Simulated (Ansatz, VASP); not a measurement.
# Two plane-wave programs on GaN

```
CELL_PARAMETERS angstrom
3.15175 0.00000 0.00000
-1.57587 2.72949 0.00000
0.00000 0.00000 5.13839
ATOMIC_POSITIONS crystal
Ga 0.33333 0.66667 0.00029
Ga 0.66667 0.33333 0.50029
N 0.33333 0.66667 0.37671
N 0.66667 0.33333 0.87671
```

Alike in both runs: functional LDA; k mesh 8 × 8 × 5; no spin polarisation.

Ansatz relaxed the structure, and its values are those at the end. VASP's run is a single point on that final structure, the one shown.

|  | VASP | Ansatz |
| --- | --- | --- |
| version | VASP 6.6.1 | Ansatz 0.2.0 |
| potentials or method | VASP PAW LDA potentials, release 64 (Ga_d, N) | scalar-relativistic, plane waves, PAW |
| plane-wave cutoff (eV) | 520 | 420 |
| occupations | gaussian, width 0.01 eV | fixed |
| valence electrons in the cell | 36 | 36 |

```csv
,VASP,Ansatz,Ansatz less VASP
gap on the k mesh at the Fermi level (eV),2.15,2.13,-0.017
least direct gap on the mesh (eV),2.15,2.13,-0.017
pressure (GPa),1.1,0.0,-1.09
```

LDA gaps usually lie below the measured ones, often by a third to a half.
